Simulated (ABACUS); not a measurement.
# Ge (Fd-3m) in ABACUS: a series of runs

The runs below take Ge through single point, relaxation of cell and atoms, with PBEsol, PBE, SCAN.

Everything below comes from runs of ABACUS 3.10.1. Logs are shortened: lines on timing, memory, paths and dates and some standing lists are left out, and cuts for length are marked.

**Experimental background.**

From “Electronic and optical properties of SixGe1-x-ySny alloys lattice-matched to Ge”, 2021, arxiv:2109.02782, for a bulk crystal of Ge at 300 K: band gap 0.807 eV (direct).

How close the calculation comes is told below.

## 1. The crystal as given

It takes space group Fd-3m (No. 227, cubic). Conventional cell: a = 5.658 Å, b = 5.658 Å, c = 5.658 Å, α = 90.00°, β = 90.00°, γ = 90.00°. Ge (site symmetry -43m) has 4 Ge at 2.45 Å as nearest neighbours.

## 2. Single point, PBEsol

Contents of INPUT:

```
INPUT_PARAMETERS
suffix              Ge
calculation         scf
basis_type          lcao
pseudo_dir          ./
orbital_dir         ./
symmetry            1
dft_functional      pbesol
ecutwfc             100
pseudo_rcut         10
nspin               1
nbands              24
ks_solver           genelpa
smearing_method     fd
smearing_sigma      0.00367493
scf_thr             1e-07
scf_nmax            100
mixing_type         broyden
mixing_beta         0.7
cal_force           1
cal_stress          1
out_mul             1
out_chg             1
```

Contents of STRU:

```
ATOMIC_SPECIES
Ge 72.6300 Ge.upf

NUMERICAL_ORBITAL
Ge_confined-atom_7au_2s2p2d.orb

LATTICE_CONSTANT
1.8897261246

LATTICE_VECTORS
0.0000000000 2.8289100000 2.8289100000
2.8289100000 0.0000000000 2.8289100000
2.8289100000 2.8289100000 0.0000000000

ATOMIC_POSITIONS
Direct

Ge
0.0
2
0.7500000000 0.7500000000 0.7500000000 1 1 1
0.5000000000 0.5000000000 0.5000000000 1 1 1
```

Contents of KPT:

```
K_POINTS
0
Gamma
7 7 7 0 0 0
```

Potentials or basis: PseudoDojo NC SR 0.4.1 PBE standard, DZP LCAO (the cutoffs set its grid).

On the command line:

```sh
$ OMP_NUM_THREADS=1 mpirun -np 4 abacus > log
```

running log:

```text
ABACUS v3.10.1

               Atomic-orbital Based Ab-initio Computation at UStc

 ------------------------------------------------------------------------------------

 READING GENERAL INFORMATION
                           global_out_dir = OUT.Ge/
                           global_in_card = INPUT
                               pseudo_dir = ./
                              orbital_dir = ./
                                    DSIZE = 4
                                    GSIZE = 1

 READING UNITCELL INFORMATION
                                    ntype = 1
                  lattice constant (Bohr) = 1.88973
              lattice constant (Angstrom) = 1

 READING ATOM TYPE 1
                               atom label = Ge
                      L=0, number of zeta = 2
                      L=1, number of zeta = 2
                      L=2, number of zeta = 2
             number of atom for this type = 2

                        TOTAL ATOM NUMBER = 2
DIRECT COORDINATES
    atom                   x                   y                   z     mag                  vx                  vy                  vz
taud_Ge1            0.7500000000        0.7500000000        0.7500000000  0.0000        0.0000000000        0.0000000000        0.0000000000
taud_Ge2            0.5000000000        0.5000000000        0.5000000000  0.0000        0.0000000000        0.0000000000        0.0000000000

                          Volume (Bohr^3) = 305.551
                             Volume (A^3) = 45.278

 Lattice vectors: (Cartesian coordinate: in unit of a_0)
                   +0            +2.82891            +2.82891
             +2.82891                  +0            +2.82891
             +2.82891            +2.82891                  +0
 Reciprocal vectors: (Cartesian coordinate: in unit of 2 pi/a_0)
            -0.176747           +0.176747           +0.176747
            +0.176747           -0.176747           +0.176747
            +0.176747           +0.176747           -0.176747
 The esolver type has been set to : ksdft_lcao

                PAO radial cut off (Bohr) = 10

 Read in pseudopotential file is Ge.upf
                     pseudopotential type = NC
          exchange-correlation functional = PBE
                 nonlocal core correction = 1
                        valence electrons = 14
                                     lmax = 2
                           number of zeta = 3
                     number of projectors = 6
                           L of projector = 0
                           L of projector = 0
                           L of projector = 1
                           L of projector = 1
                           L of projector = 2
                           L of projector = 2
 XC functional updated to : pbesol
          exchange-correlation functional = PBESOL
     initial pseudo atomic orbital number = 18

 SETUP THE ELECTRONS NUMBER
            electron number of element Ge = 14
      total electron number of element Ge = 28
            AUTOSET number of electrons:  = 28
                           occupied bands = 14
                                   NLOCAL = 36
                                   NBANDS = 24
                                   NBANDS = 24
                                   NLOCAL = 36

%%%%%%%%%%%%%%%%%%%%%%%%%%%%%%%%%%%%%%%%%%%%%%%%%%%%%%%%%%%%%%%%%%%%%%%%%%%%%%%%%%%%%%%%%%%%%%%%%%%%%%%%%%
 Warning: the number of valence electrons in pseudopotential > 4 for Ge: [Ar] 3d10 4s2 4p2
 Pseudopotentials with additional electrons can yield (more) accurate outcomes, but may be less efficient.
 If you're confident that your chosen pseudopotential is appropriate, you can safely ignore this warning.
%%%%%%%%%%%%%%%%%%%%%%%%%%%%%%%%%%%%%%%%%%%%%%%%%%%%%%%%%%%%%%%%%%%%%%%%%%%%%%%%%%%%%%%%%%%%%%%%%%%%%%%%%%

 SETUP THE PLANE WAVE BASIS
 energy cutoff for charge/potential (unit:Ry) = 400
            fft grid for charge/potential = [ 50, 50, 50 ]
                        fft grid division = [ 5, 5, 5 ]
        big fft grid for charge/potential = [ 10, 10, 10 ]
                                     nbxx = 300
                                     nrxx = 37500

 SETUP PLANE WAVES FOR CHARGE/POTENTIAL
                    number of plane waves = 41151
                         number of sticks = 1573

 PARALLEL PW FOR CHARGE/POTENTIAL
     PROC   COLUMNS(POT)             PW
        1            394          10289
        2            393          10287
        3            393          10288
        4            393          10287
[... 47 lines left out ...]
                              POINT GROUP = T_d
               POINT GROUP IN SPACE GROUP = O_h

 SETUP K-POINTS
                                    nspin = 1
                   Input type of k points = Monkhorst-Pack(Gamma)
                                   nkstot = 343
                       right hand lattice = 1
(for reciprocal lattice: )
                             BRAVAIS TYPE = 2
                     BRAVAIS LATTICE NAME = 02. Cubic I (body-centered)
                                    ibrav = 2
                       right hand lattice = 1
(for k-lattice: )
                             BRAVAIS TYPE = 2
                     BRAVAIS LATTICE NAME = 02. Cubic I (body-centered)
                                    ibrav = 2
                       right hand lattice = 1
                        ROTATION MATRICES = 48
                               nkstot_ibz = 20
K-POINTS REDUCTION ACCORDING TO SYMMETRY
     IBZ    DIRECT_X    DIRECT_Y    DIRECT_Z  WEIGHT  ibz2bz
       1  0.00000000  0.00000000  0.00000000  0.0029       0
       2  0.14285714  0.14285714  0.14285714  0.0233       1
       3  0.28571429  0.28571429  0.28571429  0.0233       2
       4  0.42857143  0.42857143  0.42857143  0.0233       3
       5  0.14285714  0.14285714  0.00000000  0.0175       8
       6  0.28571429  0.14285714  0.28571429  0.0700       9
[... 12 lines left out ...]
      19 -0.42857143  0.42857143  0.14285714  0.0700      74
      20 -0.28571429  0.42857143  0.28571429  0.0700      75

                               nkstot now = 20
[... K-POINTS DIRECT COORDINATES: 20 rows ...]

           k-point number in this process = 20
       minimum distributed K point number = 20
[... stars of the k points ...]

[... K-POINTS CARTESIAN COORDINATES: 20 rows ...]

[... K-POINTS DIRECT COORDINATES: 20 rows ...]

 SETUP PLANE WAVES FOR WAVE FUNCTIONS
     energy cutoff for wavefunc (unit:Ry) = 100
              fft grid for wave functions = [ 50, 50, 50 ]
                    number of plane waves = 6567
                         number of sticks = 463

 PARALLEL PW FOR WAVE FUNCTIONS
     PROC   COLUMNS(POT)             PW
        1            115           1642
        2            115           1642
        3            116           1642
        4            117           1641
 --------------- sum -------------------
        4            463           6567

 SET NONLOCAL PSEUDOPOTENTIAL PROJECTORS
 max number of nonlocal projetors among all species is 6

 -------------------------------------------
 SELF-CONSISTENT
 -------------------------------------------

 SETUP SEARCHING RADIUS FOR PROGRAM TO SEARCH ADJACENT ATOMS
                  longest orb rcut (Bohr) = 7
   longest nonlocal projector rcut (Bohr) = 1.94
                     search radius (Bohr) = 17.9
              searching radius is (Bohr)) = 17.9
         searching radius unit is (Bohr)) = 1.89
                         PeriodicBoundary = 1
                        Radius(unit:lat0) = 9.46
                                   glayer = [ 4, 4, 4 ]
                             glayer_minus = [ 3, 3, 3 ]

Find the coordinate range of the input atom(unit:lat0).
                                  min_tau = [ -14.1, -14.1, -14.1 ]
                                  max_tau = [ 21.2, 21.2, 21.2 ]
                                BoxNumber = [ 7, 7, 7 ]

 SETUP EXTENDED REAL SPACE GRID FOR GRID INTEGRATION
                          real space grid = [ 50, 50, 50 ]
                 big cell numbers in grid = [ 10, 10, 10 ]
             meshcell numbers in big cell = [ 5, 5, 5 ]
                        extended fft grid = [ 12, 12, 12 ]
                dimension of extened grid = [ 35, 35, 35 ]
                            UnitCellTotal = 125
              Atom number in sub-FFT-grid = 2
    Local orbitals number in sub-FFT-grid = 36
                                ParaV.nnr = 23814
                                 init_chg = atomic

 LCAO ALGORITHM --------------- ION=   1  ELEC=   1--------------------------------

 Density error is 0.0353448665164
----------------------------------------------------------
     Energy           Rydberg                 eV
----------------------------------------------------------
 E_KohnSham     -356.3848727908      -4848.8649509604
 E_Harris       -356.1613387450      -4845.8236142402
 E_Fermi        0.6771786980         9.2134888564
----------------------------------------------------------
[... 69 lines left out ...]
 Density error is 5.84607573654e-09
----------------------------------------------------------
     Energy           Rydberg                 eV
----------------------------------------------------------
 E_KohnSham     -356.3850817500      -4848.8677939965
 E_KS(sigma->0) -356.3850356763      -4848.8671671316
 E_Harris       -356.3850815067      -4848.8677906850
 E_band         -19.9578557673       -271.5405582980
 E_one_elec     -182.9749141272      -2489.5014231912
 E_Hartree      110.4804532706       1503.1636821031
 E_xc           -86.3897705430       -1175.3931282969
 E_Ewald        -197.5007582031      -2687.1356708818
 E_entropy(-TS) -0.0000921474        -0.0012537296
 E_descf        0.0000000000         0.0000000000
 E_exx          0.0000000000         0.0000000000
 E_Fermi        0.6978703270         9.4950129119
----------------------------------------------------------

 charge density convergence is achieved
 final etot is -4848.867794 eV
 EFERMI = 9.4950129119 eV

 STATE ENERGY(eV) AND OCCUPATIONS    NSPIN == 1
 1/20 kpoint (Cartesian) = 0.0000 0.0000 0.0000 (1274 pws)
       1       -15.2287     0.00583090
       2       -15.2287     0.00583090
       3       -15.2287     0.00583090
       4       -15.1884     0.00583090
       5       -15.1884     0.00583090
       6       -14.9780     0.00583090
[... 146 lines left out ...]
      23        25.0830        0.00000
      24        27.0456        0.00000

[... levels at 14 further k points ...]

 correction force for each atom along direction 1 is -7.51273e-10
 correction force for each atom along direction 2 is 1.64924e-08
 correction force for each atom along direction 3 is 1.45759e-08
------------------------------------------------------------------------------------------
 TOTAL-FORCE (eV/Angstrom)
------------------------------------------------------------------------------------------
                       Ge1         0.0000000000         0.0000000000         0.0000000000
                       Ge2         0.0000000000         0.0000000000         0.0000000000
------------------------------------------------------------------------------------------

----------------------------------------------------------------
 TOTAL-STRESS (KBAR)
----------------------------------------------------------------
        15.8905130269        -0.0000000000        -0.0000000000
        -0.0000000000        15.8905130269        -0.0000000000
        -0.0000000000        -0.0000000000        15.8905130269
----------------------------------------------------------------
 TOTAL-PRESSURE: 15.890513 KBAR

 --------------------------------------------
 !FINAL_ETOT_IS -4848.8677939964618417 eV
 --------------------------------------------
```

Wall time 6.8 s (4 MPI ranks of Intel Xeon Platinum 8259CL at 2.50GHz (Skylake/Cascade Lake), shared host); peak memory 0.36 GiB.

Results:

| Item | Value |
| --- | --- |
| Free energy | -4848.8678 eV |
| Pressure | 1.6 GPa |
| Band gap on the k mesh | 0.10 eV, direct |

Caveat: the atomic orbitals were generated for these runs and aren't a published set; the potentials were made for another functional, which shifts forces and pressure; an odd mesh through Γ misses points on the zone boundary, where band edges often lie; the basis of atomic orbitals isn't converged, which shifts pressures, moduli and gaps.

## 3. Single point, PBE, spin-orbit coupling, no magnetisation

Contents of INPUT:

```
INPUT_PARAMETERS
suffix              Ge
calculation         scf
basis_type          lcao
pseudo_dir          ./
orbital_dir         ./
symmetry            0
dft_functional      pbe
ecutwfc             124
pseudo_rcut         10
nspin               4
nbands              66
ks_solver           genelpa
smearing_method     fd
smearing_sigma      0.00367493
scf_thr             1e-07
scf_nmax            100
mixing_type         broyden
mixing_beta         0.4
cal_force           1
cal_stress          1
noncolin            0
lspinorb            1
out_mul             1
out_chg             1
```

STRU, as its differences from that of step 2:

```diff
@@ -4,3 +4,3 @@
 NUMERICAL_ORBITAL
-Ge_confined-atom_7au_2s2p2d.orb
+Ge_confined-atom_7au_3s3p2d.orb
```

Contents of KPT:

```
K_POINTS
0
Gamma
5 5 5 0 0 0
```

Potentials or basis: PseudoDojo NC FR 0.4 PBE stringent, DZP LCAO (the cutoffs set its grid).

On the command line:

```sh
$ OMP_NUM_THREADS=1 mpirun -np 4 abacus > log
```

running log:

```text
ABACUS v3.10.1

               Atomic-orbital Based Ab-initio Computation at UStc

 ------------------------------------------------------------------------------------

 READING GENERAL INFORMATION
                           global_out_dir = OUT.Ge/
                           global_in_card = INPUT
                               pseudo_dir = ./
                              orbital_dir = ./
                                    DSIZE = 4
                                    GSIZE = 1

 READING UNITCELL INFORMATION
                                    ntype = 1
                  lattice constant (Bohr) = 1.88973
              lattice constant (Angstrom) = 1

 READING ATOM TYPE 1
                               atom label = Ge
                      L=0, number of zeta = 3
                      L=1, number of zeta = 3
                      L=2, number of zeta = 2
             number of atom for this type = 2
               magnetization of element 1 = [ 0, 0, 0 ]
[... 729 lines left out ...]
       Total Magnetism (uB)                    x                    y                    z
-------------------------------------------------------------------------------------------
                        Ge1         0.0000000000         0.0000000000         0.0000000000
                        Ge2         0.0000000000         0.0000000000         0.0000000000
-------------------------------------------------------------------------------------------

-------------------------------------------------------------------------------------------
       Total Magnetism (uB)       Magnitude (uB)       Polar (degree)     Azimuth (degree)
-------------------------------------------------------------------------------------------
                        Ge1         0.0000000000                 -nan         0.0000000000
                        Ge2         0.0000000000                 -nan         0.0000000000
-------------------------------------------------------------------------------------------

 correction force for each atom along direction 1 is 2.84455e-13
 correction force for each atom along direction 2 is -5.48314e-13
 correction force for each atom along direction 3 is 2.20171e-13
------------------------------------------------------------------------------------------
 TOTAL-FORCE (eV/Angstrom)
------------------------------------------------------------------------------------------
                       Ge1         0.0000000000         0.0000000000         0.0000000000
                       Ge2         0.0000000000         0.0000000000         0.0000000000
------------------------------------------------------------------------------------------

----------------------------------------------------------------
 TOTAL-STRESS (KBAR)
----------------------------------------------------------------
        45.4825423810        -0.0000000001         0.0000000001
        -0.0000000001        45.4825423787        -0.0000000003
         0.0000000001        -0.0000000003        45.4825423793
----------------------------------------------------------------
 TOTAL-PRESSURE: 45.482542 KBAR

 --------------------------------------------
 !FINAL_ETOT_IS -15216.2265492421611270 eV
 --------------------------------------------
```

mulliken.txt:

```text
 0
CALCULATE THE MULLIkEN ANALYSIS FOR EACH ATOM
 Total charge:	44
Decomposed Mulliken populations
0                             Zeta of Ge              Spin 1              Spin 2              Spin 3              Spin 4
[... 68 lines left out ...]
dx^2-y^2                               1              0.0237              0.0000              0.0000              0.0000
dxy                                    1              0.0464              0.0000              0.0000              0.0000
SUM OVER M                                            0.1867              0.0000              0.0000              0.0000
SUM OVER M+Zeta                                      10.1817              0.0000              0.0000              0.0000

SUM OVER M+Zeta+L                                    22.0000              0.0000              0.0000              0.0000

Total Charge on atom:                 Ge             22.0000
Total Magnetism on atom:              Ge              0.0000              0.0000              0.0000
```

Run time: 32 s. Hardware: 4 MPI ranks of Intel Xeon Platinum 8259CL at 2.50GHz (Skylake/Cascade Lake), shared host; peak memory 0.76 GiB.

What came out:

```yaml
Free_energy: -15216.2265 eV
Pressure: 4.5 GPa
Band_gap_on_the_k_mesh: none (metal or under the smearing width)
```

Caveat: the k mesh is coarse (spacing up to 0.38 Å⁻¹), so the values aren't converged; the atomic orbitals were generated for these runs and aren't a published set; the basis of atomic orbitals isn't converged, which shifts pressures, moduli and gaps.

(Part 1 of 2 ends here.)
